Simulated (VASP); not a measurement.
# LaB6 (Pm-3m) in VASP: settings compared

Aim: see how the results for LaB6 move with the level of theory and the settings. Levels: PBE, PBEsol. Tasks: relaxation of cell and atoms.

Everything below comes from runs of VASP 6.6.1. Logs are shortened: lines on timing, memory, paths and dates and some standing lists are left out, and cuts for length are marked.

## Step 1: The structure

It takes space group Pm-3m (No. 221, cubic). Conventional cell: a = 4.153 Å, b = 4.153 Å, c = 4.153 Å, α = 90.00°, β = 90.00°, γ = 90.00°. Around La (site symmetry m-3m) lie 24 B at 3.05 Å. B (site symmetry 4mm) has 5 B at 1.66 to 1.76 Å as nearest neighbours.

## Step 2: Relaxation of cell and atoms, PBE

Input file INCAR:

```
SYSTEM = LaB6
PREC = Accurate
ENCUT = 300
EDIFF = 1E-7
ISMEAR = 1
SIGMA = 0.1
LREAL = .False.
LASPH = .True.
NELM = 80
ALGO = Normal
ISIF = 3
LWAVE = .False.
LCHARG = .False.
GGA = PE
IBRION = 2
NSW = 90
EDIFFG = -0.005
KPAR = 2
```

Input file KPOINTS:

```
Automatic mesh
0
Gamma
  5 5 5
  0 0 0
```

Input file POSCAR:

```
LaB6                                    
1.0
    4.1530402499      0.0000000000     -0.0000000000
    0.0000000000      4.1530402499      0.0000000000
    0.0000000000      0.0000000000      4.1530402499
  La              B             
     1     6
Direct
     0.0000000000000000    0.0000000000000000    0.0000000000000000
     0.1996227346510624    0.5000000000000000    0.5000000000000000
     0.5000000000000000    0.1996227346510624    0.5000000000000000
     0.8003772653489375    0.5000000000000000    0.5000000000000000
     0.5000000000000000    0.8003772653489375    0.5000000000000000
     0.5000000000000000    0.5000000000000000    0.1996227346510624
     0.5000000000000000    0.5000000000000000    0.8003772653489375
```

Potentials or basis: VASP PAW PBE potentials, release 64 (La, B_s).

On the command line:

```sh
> cat potpaw_PBE.64/La/POTCAR potpaw_PBE.64/B_s/POTCAR > POTCAR
> mpirun -np 2 vasp_std > vasp.out
```

OUTCAR:

```text
SYSTEM = LaB6
   PREC = Accurate
   ENCUT = 300
   EDIFF = 1E-7
   ISMEAR = 1
   LREAL = .False.
   LASPH = .True.
   NELM = 80
   ISIF = 3
   GGA = PE
   IBRION = 2
   NSW = 90
   EDIFFG = -0.005

 ion  position               nearest neighbor table
   1  0.000  0.000  0.000-
   2  0.200  0.500  0.500-   4 1.66   3 1.76   5 1.76   6 1.76   7 1.76
   3  0.500  0.200  0.500-   5 1.66   4 1.76   2 1.76   6 1.76   7 1.76
   4  0.800  0.500  0.500-   2 1.66   3 1.76   5 1.76   6 1.76   7 1.76
   5  0.500  0.800  0.500-   3 1.66   2 1.76   4 1.76   6 1.76   7 1.76
   6  0.500  0.500  0.200-   7 1.66   3 1.76   4 1.76   5 1.76   2 1.76
   7  0.500  0.500  0.800-   6 1.66   3 1.76   4 1.76   5 1.76   2 1.76

  LATTYP: Found a simple cubic cell.
 ALAT       =     4.1530402499

  Lattice vectors:

 A1 = (   4.1530402499,   0.0000000000,   0.0000000000)
 A2 = (   0.0000000000,   4.1530402499,   0.0000000000)
 A3 = (   0.0000000000,   0.0000000000,   4.1530402499)

Analysis of symmetry for initial positions (statically):
=====================================================================
 Subroutine PRICEL returns:
 Original cell was already a primitive cell.

 Routine SETGRP: Setting up the symmetry group for a
 simple cubic supercell.

 Subroutine GETGRP returns: Found 48 space group operations
 (whereof 48 operations were pure point group operations)
 out of a pool of 48 trial point group operations.

The static configuration has the point symmetry O_h .

Analysis of symmetry for dynamics (positions and initial velocities):
=====================================================================
 Subroutine PRICEL returns:
 Original cell was already a primitive cell.

 Routine SETGRP: Setting up the symmetry group for a
 simple cubic supercell.

 Subroutine GETGRP returns: Found 48 space group operations
 (whereof 48 operations were pure point group operations)
 out of a pool of 48 trial point group operations.

The dynamic configuration has the point symmetry O_h .

 Subroutine INISYM returns: Found 48 space group operations
 (whereof 48 operations are pure point group operations),
 and found     1 'primitive' translations

----------------------------------------------------------------------------------------

                                     Primitive cell

  volume of cell :      71.6306

  direct lattice vectors                    reciprocal lattice vectors
     4.153040250  0.000000000  0.000000000     0.240787457  0.000000000  0.000000000
     0.000000000  4.153040250  0.000000000     0.000000000  0.240787457  0.000000000
     0.000000000  0.000000000  4.153040250     0.000000000  0.000000000  0.240787457

  length of vectors
     4.153040250  4.153040250  4.153040250     0.240787457  0.240787457  0.240787457

  position of ions in fractional coordinates (direct lattice)
     0.000000000  0.000000000  0.000000000
     0.199622735  0.500000000  0.500000000
     0.500000000  0.199622735  0.500000000
     0.800377265  0.500000000  0.500000000
     0.500000000  0.800377265  0.500000000
     0.500000000  0.500000000  0.199622735
     0.500000000  0.500000000  0.800377265

  ion indices of the primitive-cell ions
   primitive index   ion index
                 1           1
                 2           2
                 3           3
                 4           4
                 5           5
                 6           6
                 7           7

[... 69 lines left out ...]
   EMIN   =  10.00;   EMAX   =-10.00  energy-range for DOS
   EFERMI =   0.00;   METHOD = LEGACY
   ISMEAR =     1;   SIGMA  =   0.10  broadening in eV -4-tet -1-fermi 0-gaus
   EFERMI_NEDOS =   21; number of points for ismear=-14 and -15
   IALGO  =     38    algorithm
   IMIX   =      4    mixing-type and parameters
     AMIX     =   0.40;   BMIX     =  1.00
     AMIX_MAG =   1.60;   BMIX_MAG =  1.00
  volume/ion in A,a.u.               =      10.23        69.06
  Fermi-wavevector in a.u.,A,eV,Ry     =   1.211085  2.288619 19.956037  1.466727
  Thomas-Fermi vector in A             =   2.346612
   LORBIT       =      0    0 simple, 1 ext, 2 COOP (PROOUT), +10 PAW based schemes
   GGA     = PE    functional components
   LHFCALC =     F    Hartree Fock is set to
   AEXX    =    0.0000 exact exchange contribution
   IVDW    =     0    specifies the selected vdW correction
   LEPSILON=     F    determine dielectric tensor
   LRPA    =     F    only Hartree local field effects (RPA)
 conjugate gradient relaxation of ions
 non-spin polarized calculation
 Methfessel and Paxton  Order N= 1 SIGMA  =   0.10
  energy-cutoff  :      300.00
  volume of cell :       71.63
 maximum number of plane-waves:       861
 NGX is ok and might be reduce to    24
   NGX = 11   NGY = 11   NGZ = 11

--------------------------------------- Ionic step        1  -------------------------------------------

 number of electron      28.9999996 magnetization

 Free energy of the ion-electron system (eV)
  ---------------------------------------------------
  ext. energy  EPLUGINS =         0.00000000
  ---------------------------------------------------
  free energy    TOTEN  =       -48.93837719 eV

  energy without entropy =      -48.93401873  energy(sigma->0) =      -48.93692437

------------------------ aborting loop because EDIFF is reached ----------------------------------------

  FORCE on cell =-STRESS in cart. coord.  units (eV):
  Direction    XX          YY          ZZ          XY          YZ          ZX
  --------------------------------------------------------------------------------------
  -------------------------------------------------------------------------------------
  Total       -0.0362294     -0.0362294     -0.0362294      0.0000000      0.0000000      0.0000000
  in kB       -0.8103507     -0.8103507     -0.8103507      0.0000000      0.0000000      0.0000000
  external PRESSURE =      -0.8103507 kB  Pullay stress =       0.0000000 kB

 VOLUME and BASIS-vectors are now :
 -----------------------------------------------------------------------------
  energy-cutoff  :      300.00
  volume of cell :       71.63
      direct lattice vectors                 reciprocal lattice vectors
     4.153040250  0.000000000  0.000000000     0.240787457  0.000000000  0.000000000
     0.000000000  4.153040250  0.000000000     0.000000000  0.240787457  0.000000000
     0.000000000  0.000000000  4.153040250     0.000000000  0.000000000  0.240787457

 POSITION                                       TOTAL-FORCE (eV/Angst)
 -----------------------------------------------------------------------------------
      0.00000      0.00000      0.00000         0.000000      0.000000     -0.000000
      0.82904      2.07652      2.07652        -0.000117      0.000000     -0.000000
      2.07652      0.82904      2.07652         0.000000     -0.000117     -0.000000
      3.32400      2.07652      2.07652         0.000117     -0.000000     -0.000000
      2.07652      3.32400      2.07652        -0.000000      0.000117     -0.000000
      2.07652      2.07652      0.82904         0.000000      0.000000     -0.000117
      2.07652      2.07652      3.32400        -0.000000     -0.000000      0.000117
 -----------------------------------------------------------------------------------
    total drift:                                0.000000     -0.000000     -0.000000

  FREE ENERGIE OF THE ION-ELECTRON SYSTEM (eV)
  ---------------------------------------------------
  free  energy   TOTEN  =       -48.9383771921 eV

  energy  without entropy=      -48.9340187317  energy(sigma->0) =      -48.93692437

--------------------------------------- Ionic step        2  -------------------------------------------

 number of electron      28.9999996 magnetization

 Free energy of the ion-electron system (eV)
  ---------------------------------------------------
  ext. energy  EPLUGINS =         0.00000000
  ---------------------------------------------------
  free energy    TOTEN  =       -48.93838355 eV

  energy without entropy =      -48.93402241  energy(sigma->0) =      -48.93692984

 E-fermi :   9.7437     XC(G=0): -11.1959

 val. band max:        9.7435976107   @ k =   0.2000   0.2000   0.0000
 cond. band min:       9.9209217192   @ k =   0.2000   0.2000   0.0000
 fundamental gap:      0.1773241085
 Fermi energy:         9.7437101911

 k-point     1 :       0.0000    0.0000    0.0000
  band No.  band energies     occupation
      1     -23.2084      2.00000
      2      -6.9430      2.00000
      3      -6.9430      2.00000
      4      -6.9430      2.00000
      5      -5.7102      2.00000
      6       1.9161      2.00000
[... 187 lines left out ...]
      5      -4.9346      2.00000
      6      -0.0195      2.00000
[... 10 lines left out ...]
     17      11.5592     -0.00000
     18      11.5777     -0.00000

------------------------ aborting loop because EDIFF is reached ----------------------------------------

  FORCE on cell =-STRESS in cart. coord.  units (eV):
  Direction    XX          YY          ZZ          XY          YZ          ZX
  --------------------------------------------------------------------------------------
  -------------------------------------------------------------------------------------
  Total        0.0244035      0.0244035      0.0244035      0.0000000     -0.0000000      0.0000000
  in kB        0.5462474      0.5462474      0.5462474      0.0000000     -0.0000000      0.0000000
  external PRESSURE =       0.5462474 kB  Pullay stress =       0.0000000 kB

 VOLUME and BASIS-vectors are now :
 -----------------------------------------------------------------------------
  energy-cutoff  :      300.00
  volume of cell :       71.58
      direct lattice vectors                 reciprocal lattice vectors
     4.152003294  0.000000000  0.000000000     0.240847593 -0.000000000 -0.000000000
     0.000000000  4.152003294  0.000000000    -0.000000000  0.240847593 -0.000000000
     0.000000000  0.000000000  4.152003294    -0.000000000  0.000000000  0.240847593

 POSITION                                       TOTAL-FORCE (eV/Angst)
 -----------------------------------------------------------------------------------
      0.00000      0.00000      4.15200         0.000000     -0.000000      0.000000
      0.82883      2.07600      2.07600        -0.002410     -0.000000      0.000000
      2.07600      0.82883      2.07600         0.000000     -0.002410      0.000000
      3.32317      2.07600      2.07600         0.002410     -0.000000      0.000000
      2.07600      3.32317      2.07600         0.000000      0.002410      0.000000
      2.07600      2.07600      0.82883         0.000000     -0.000000     -0.002410
      2.07600      2.07600      3.32317         0.000000     -0.000000      0.002410
 -----------------------------------------------------------------------------------
    total drift:                               -0.000000     -0.000000      0.000000

  FREE ENERGIE OF THE ION-ELECTRON SYSTEM (eV)
  ---------------------------------------------------
  free  energy   TOTEN  =       -48.9383835480 eV

  energy  without entropy=      -48.9340224123  energy(sigma->0) =      -48.93692984

 reached required accuracy - stopping structural energy minimisation
```

Wall time 12 s (2 MPI ranks of Intel Xeon Platinum 8559C (Emerald Rapids), shared host); peak memory 0.13 GiB.

These settings aren't checked as converged: the numbers below hold their error.

Results:

| Quantity | Value |
| --- | --- |
| Free energy | -48.9384 eV |
| Relaxed volume | 10.23 Å³/atom |
| Relaxed cell | a = 4.152 Å, b = 4.152 Å, c = 4.152 Å, α = 90.00°, β = 90.00°, γ = 90.00° |
| Space group after relaxing (to 0.05 Å) | Pm-3m (No. 221) |
| Energy gained by relaxing | 0.0 meV/atom |
| Ionic steps | 2 |
| Band gap on the k mesh | none (metal or under the smearing width) |

Caveat: the cutoff is under 1.25 times the usual one of these potentials, so pressure, stress and relaxed cells hold a basis-set (Pulay) error.

[end of part 1 of 2]
